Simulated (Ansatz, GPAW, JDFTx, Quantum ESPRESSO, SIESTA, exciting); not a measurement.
## BP: 9 runs at one level of theory

```
CELL_PARAMETERS angstrom
0.00000 2.26900 2.26900
2.26900 0.00000 2.26900
2.26900 2.26900 0.00000
ATOMIC_POSITIONS crystal
P 0.75000 0.75000 0.75000
B 0.00000 0.00000 0.00000
```

Alike in all runs: task band structure; functional PBE; k mesh 10 × 10 × 10; occupations fermi-dirac, width 0.05 eV; no spin polarisation; no spin-orbit coupling. Pressure is positive in compression and, in plane waves, holds the error of the finite cutoff, which Ansatz's Pulay term estimates and takes out. Gaps are the smaller of the mesh's and the band path's.

| program and potentials | plane-wave cutoff (eV) | notes | band gap (eV) | pressure (GPa) |
| --- | --- | --- | --- | --- |
| SIESTA, files PseudoDojo sr-pbe-0.4.1-standard, TZP (energy shift 0.01 Ry) | - | atomic basis | 1.22 | 3.55 |
| JDFTx, PseudoDojo-SR-PBE-0.5-standard with smoothed tails | 1034 | - | 1.25 | - |
| Quantum ESPRESSO, PseudoDojo 0.4.1 SR PBE standard | 1034 | - | ? | ? |
| Ansatz, all-electron LAPW, scalar-relativistic | - | - | 1.24 | 1.09 |
| exciting, all-electron LAPW+lo, shipped species files, valence relativity iora* | - | - | 1.24 | - |
| Ansatz, SPMS NC | 789 | Pulay term of +0.15 GPa included | 1.25 | 0.93 |
| JDFTx, PseudoDojo-SR-PBE-0.5-standard | 1034 | - | 1.25 | - |
| GPAW, GPAW PAW data sets (gpaw-data 1.2.1) | 800 | - | 1.24 | 1.38 |
| GPAW, SG15 ONCV 1.2 | 1100 | - | 1.28 | 0.37 |

**Question.** Estimate from the other rows what the run with Quantum ESPRESSO, PseudoDojo 0.4.1 SR PBE standard gave.

**Answer.** Band gap 1.25 eV; pressure 0.99 GPa. The other rows, which needn't bracket it: band gap 1.22 to 1.28; pressure 0.37 to 3.55.
